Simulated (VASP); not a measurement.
## KF (Carobbiite): relaxation of cell and atoms with PBE

KF (Carobbiite):

```
K F
1.0
     0.00000    2.67185    2.67185
     2.67185    0.00000    2.67185
     2.67185    2.67185    0.00000
K F
1 1
Cartesian
  0.0000 0.0000 0.0000
  2.6719 2.6719 2.6719
```

| Item | Value |
| --- | --- |
| Program | VASP 6.6.1 |
| Task | relaxation of cell and atoms |
| Functional | PBE |
| Potentials or basis | VASP PAW PBE potentials, release 64 (K_sv, F) |
| Cutoff | 600 eV |
| k mesh | 8 × 8 × 8 |
| Occupations | gaussian, width 0.02 eV |
| Spin | no spin polarisation |
| Dipole correction | no |
| Further INCAR settings | ALGO = Normal; EDIFF = 1e-07; IBRION = 2; EDIFFG = -0.005; NSW = 100; ISIF = 3 |

- Relaxed volume: 19.92 Å³/atom
- Relaxed cell: a = 3.834 Å, b = 3.834 Å, c = 3.834 Å, α = 60.00°, β = 60.00°, γ = 60.00°
- Space group after relaxing (to 0.05 Å): Fm-3m (No. 225)
- Energy gained by relaxing: 3.5 meV/atom
- Ionic steps: 3
- Pressure after relaxing: 0.0 GPa
- Band gap on the k mesh: 5.94 eV, direct

The path:
```csv
step,energy change (eV),largest force (eV/Å),pressure (GPa),volume (Å³)
1,0.0000,0.0000,1.38,38.15
2,-0.0056,0.0000,0.59,39.06
3,-0.0070,0.0000,-0.01,39.84
```

Final structure:
```xyz
2
Lattice="0.0000 2.7108 2.7108 2.7108 0.0000 2.7108 2.7108 2.7108 0.0000" Properties=species:S:1:pos:R:3 pbc="T T T"
K     0.0000    0.0000    0.0000
F     2.7108    2.7108    2.7108
```

Levels at points of the mesh, in eV from the valence-band top:
```csv
k point,band 5,band 6,band 7,band 8,band 9,band 10,band 11,band 12
"(0.00, 0.00, 0.00)",-9.54,0.00,0.00,0.00,5.94,10.56,10.56,10.56
"(0.50, 0.00, 0.00)",-9.57,-0.75,-0.31,-0.31,8.89,10.29,11.87,11.87
"(0.50, 0.50, 0.00)",-9.72,-0.23,-0.07,-0.07,8.16,10.06,11.47,13.38
```

Run time: 22 s on 1 thread of AMD EPYC 9R45 (Zen 5) (shared host), peak memory 0.15 GiB.

A k mesh can miss the band edges. A hybrid or GW would open this gap; PBE tends to underestimate it.
